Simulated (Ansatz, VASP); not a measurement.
**Two plane-wave programs on SnTe**

Contents of INCAR:

```
  ALGO = Normal
  EDIFF = 1E-7
  ENCUT = 520
  GGA = PS
  ISIF = 2
  ISMEAR = -1
  LASPH = T
  LCHARG = F
  LREAL = F
  LWAVE = F
  NBANDS = 17
  NELM = 100
  PREC = Accurate
  SIGMA = 0.05
```

The input KPOINTS:

```
k-points
0
Gamma
  7 7 7
```

File POSCAR:

```
SnTe
1.0
    0.0000000000      3.6350615711      3.6350615711
    3.6350615711      0.0000000000      3.6350615711
    3.6350615711      3.6350615711      0.0000000000
Te Sn
1 1
Direct
    0.2500000000      0.2500000000      0.2500000000
    0.0000000000      0.0000000000      0.0000000000
```

input.yaml

```yaml
crystal:
  lattice:
    - [0.0, 3.6350615711, 3.6350615711]
    - [3.6350615711, 0.0, 3.6350615711]
    - [3.6350615711, 3.6350615711, 0.0]
  atoms:
    - { symbol: Te, position: [0.25, 0.25, 0.25] }
    - { symbol: Sn, position: [0.0, 0.0, 0.0] }
hamiltonian:
  xc: pbesol
  pseudopotentials: { kind: paw }
kpoints:
  mp_grid: { grid: [7, 7, 7] }
scf:
  occupations: { method: fermi_dirac, width: 0.05 }
output:
  forces: true
  stress: true
  eigenvalues: true
```

Change from the starting cell: volume scaled by 1.02.

Alike in both runs: task single point; functional PBEsol; k mesh 7 × 7 × 7; occupations fermi-dirac, width 0.05 eV; no spin polarisation.

|  | VASP | Ansatz |
| --- | --- | --- |
| version | VASP 6.6.1 | Ansatz 0.2.0 |
| potentials or method | VASP PAW PBE potentials, release 64 (Te, Sn_d) | Ansatz PAW |
| plane-wave cutoff (eV) | 520 | 420 |
| valence electrons in the cell | 20 | 30 |

|  | VASP | Ansatz | Ansatz less VASP |
| --- | --- | --- | --- |
| gap on the k mesh at the Fermi level (eV) | 0.33 | 0.33 | +0.003 |
| least direct gap on the mesh (eV) | 0.81 | 0.81 | +0.002 |
| pressure (GPa) | -1.8 | -1.8 | 0.00 |

The two sets of potentials don't hold the same shells in valence.

Caveats: spin-orbit coupling is left out, which moves the levels of the heavy elements; the PAW data sets were made with another functional, which shifts forces and pressure a little (VASP); an odd mesh through Γ misses points on the zone boundary, where band edges often lie (VASP); odd divisions of the mesh miss points on the zone boundary, where band edges often lie, so the gap on the mesh can be too wide (Ansatz); the PAW data sets come from PBE, with cores solved anew for the run's functional, which leaves a small shift of forces and pressure (Ansatz).
